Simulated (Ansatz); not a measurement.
(110) slab of 5 planes, 6.4 Å thick with 15 Å of vacuum as cut, in a 1×2 surface cell; outer planes BP (top) and BP (bottom), cut from BP, relaxed from the bulk's places with the lower part held:

```
CELL_PARAMETERS angstrom
3.19624 0.00000 0.00000
0.00000 9.04035 0.00000
0.00000 0.00000 21.39249
ATOMIC_POSITIONS crystal
B 0.50000 0.75000 0.35059
B 0.50000 0.25000 0.35059
P 0.00000 0.12500 0.35059
P 0.00000 0.62500 0.35059
B 0.00000 0.50000 0.42530
B 0.00000 0.00000 0.42530
P 0.50000 0.87500 0.42530
P 0.50000 0.37500 0.42530
B 0.50000 0.24714 0.49972
B 0.50000 0.74714 0.49972
P 0.00000 0.62343 0.50015
P 0.00000 0.12343 0.50015
B 0.00000 0.99937 0.57565
B 0.00000 0.49937 0.57565
P 0.50000 0.37710 0.57463
P 0.50000 0.87710 0.57463
B 0.50000 0.71983 0.63324
B 0.50000 0.21983 0.63324
P 0.00000 0.11634 0.65629
P 0.00000 0.61634 0.65629
```

These are results of DFT PBEsol, scalar-relativistic, plane waves, PAW (Ansatz 0.2.0), not measurements. Settings: cutoff 420 eV, Γ-centred mesh 8×3×1 on the computed 20-atom cell, Gaussian smearing of 0.05 eV; no spin polarisation. The cell repeats along c with a dipole correction in the vacuum.

Q: Its upper atoms are moved at random (σ = 0.25 Å) and relaxed again, 2 time(s). Does the surface find a lower structure?

A: No: the random starts end within 0.000 eV of the symmetric one.

Cost: 3 runs of about 14 core-minutes in all, on Intel Xeon Platinum 8488C (Sapphire Rapids) (shared hosts).